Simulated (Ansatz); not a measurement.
# ZnO: the cost of one run

Method: DFT PBE, scalar-relativistic, plane waves, PAW, in Ansatz 0.2.0.

1 further run of the same task is left out (set aside as unsound or not needed).

## Step 1: Starting point

Symmetry: P6_3mc, No. 186, hexagonal system. Conventional cell: a = 3.279 Å, b = 3.279 Å, c = 5.293 Å, α = 90.00°, β = 90.00°, γ = 120.00°. Zn (site symmetry 3m) has 4 O at 2.00 to 2.01 Å as nearest neighbours. O (site symmetry 3m) is surrounded by 4 Zn at 2.00 to 2.01 Å.

Structure file:

```
Zn O
1.0
     3.27948    0.00000    0.00000
    -1.63974    2.84011    0.00000
     0.00000    0.00000    5.29313
Zn O
2 2
Direct
  0.33333 0.66667 0.00150
  0.66667 0.33333 0.50150
  0.33333 0.66667 0.38060
  0.66667 0.33333 0.88060
```

This cell was relaxed beforehand with the same method: volume 12.33 Å³/atom, gap on the mesh 0.74 eV.

## Step 2: The reference: the undisturbed cell on the scan's mesh

Contents of input.yaml:

```yaml
crystal:
  lattice:
    - [3.2794753228, 0.0, 0.0]
    - [-1.6397376614, 2.8401089406, 0.0]
    - [0.0, 0.0, 5.293130462]
  atoms:
    - { symbol: Zn, position: [0.3333333333, 0.6666666667, 0.0015026879] }
    - { symbol: Zn, position: [0.6666666667, 0.3333333333, 0.5015026879] }
    - { symbol: O, position: [0.3333333333, 0.6666666667, 0.3805973121] }
    - { symbol: O, position: [0.6666666667, 0.3333333333, 0.8805973121] }
basis:
  ecutwfc: 420
kpoints:
  mp_grid: { grid: [12, 12, 6] }
hamiltonian:
  xc: pbe
scf:
  occupations: { method: gaussian, width: 0.05 }
output:
  forces: true
  stress: true
  eigenvalues: true
  write_density: true
  write_potential: true
  elf: true
  volumetric_format: npy
```

Launch:

```bash
$ ansatz run input.yaml --threads 1 --pin off --max-ram 2560MiB --backend cpu --events-out ev --progress --plain --runs-dir out
```

Q: Estimate wall time and peak memory on 1 thread of Arm Neoverse V2, shared host.

About 7.7 s, with a peak of 0.37 GiB.
